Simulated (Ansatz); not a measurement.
Crystal: Sb.

```
Sb
1.0
     0.00000    2.37124    2.37124
     2.37124    0.00000    2.37124
     2.37124    2.37124    0.00000
Sb
1
Cartesian
  0.0000 0.0000 0.0000
```

This isn't the form of Sb at room conditions, which is rhombohedral.

```yaml
Program: Ansatz 0.2.0
Task: relaxation of cell and atoms
Functional: PBE
Potentials_or_basis: Ansatz PAW
Cutoff: "420 eV (not typed: the program's choice for these potentials)"
k_mesh: 10 × 10 × 10
Occupations: fermi-dirac, width 0.05 eV
Spin: no spin polarisation
```

At the start: volume 26.67 Å³/atom.

Q: How do energy, volume and symmetry change on relaxing?

A: It ends after 4 steps and the volume is 27.50 Å³/atom (+3.1 %); space group Fm-3m (No. 225, to 0.05 Å).

Step by step:
| step | energy change (eV) | largest force (eV/Å) | volume (Å³) |
| --- | --- | --- | --- |
| 1 | 0.0000 | 0.0000 | 26.67 |
| 2 | -0.0040 | 0.0000 | 27.77 |
| 3 | -0.0046 | 0.0000 | 27.50 |
| 4 | -0.0048 | 0.0000 | 27.50 |

Final structure:
```
Sb
1.0
     0.00000    2.39585    2.39585
     2.39585    0.00000    2.39585
     2.39585    2.39585    0.00000
Sb
1
Direct
  0.00000 0.00000 0.00000
```

Caveat: the plane-wave basis is chosen anew once the cell has moved, so the energies of steps on either side of that aren't comparable.
